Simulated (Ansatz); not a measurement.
Calculated with Ansatz (gas phase, PBE0-D4/def2-TZVP geometries, no zero-point term in ΔE). CBS: MP2 limit from def2 TZ/QZ plus the TZ coupled-cluster correction, frozen cores. This one scheme is used for every species. Functionals use def2-TZVPP. One conformer a species, not always the lowest.

Reaction (formal exchange of groups at a C–C bond): `FC(F)(F)COB(Cl)Cl` + CH₄ → `CCOB(Cl)Cl` + `FC(F)F`

```json
{"species": "`FC(F)(F)COB(Cl)Cl`", "CAM-B3LYP-D4 energy (Eh)": "-1397.69359"}
{"species": "CH₄", "CAM-B3LYP-D4 energy (Eh)": "-40.50551"}
{"species": "`CCOB(Cl)Cl`", "CAM-B3LYP-D4 energy (Eh)": "-1099.88197"}
{"species": "`FC(F)F`", "CAM-B3LYP-D4 energy (Eh)": "-338.31277"}
```

**Question.** Work out ΔE.

**Answer.** ΔE = (-1099.88197) + (-338.31277) − (-1397.69359) − (-40.50551) = 0.00436 Eh = +2.7 kcal/mol. CCSD(T)/CBS gives +2.0 kcal/mol.

Largest T1 diagnostic among the species: 0.012.

Leaving LDA and LC-ωPBE aside and taking each functional with its dispersion term where it has one, the values, not all of them listed here, spread over 2.3 kcal/mol, from B2PLYP to B97M-V. LDA lies +1.9 kcal/mol from PBE without D4. At CCSD(T), def2-SVP lies +1.7 kcal/mol from the extrapolated value and def2-TZVPP +0.1 kcal/mol.
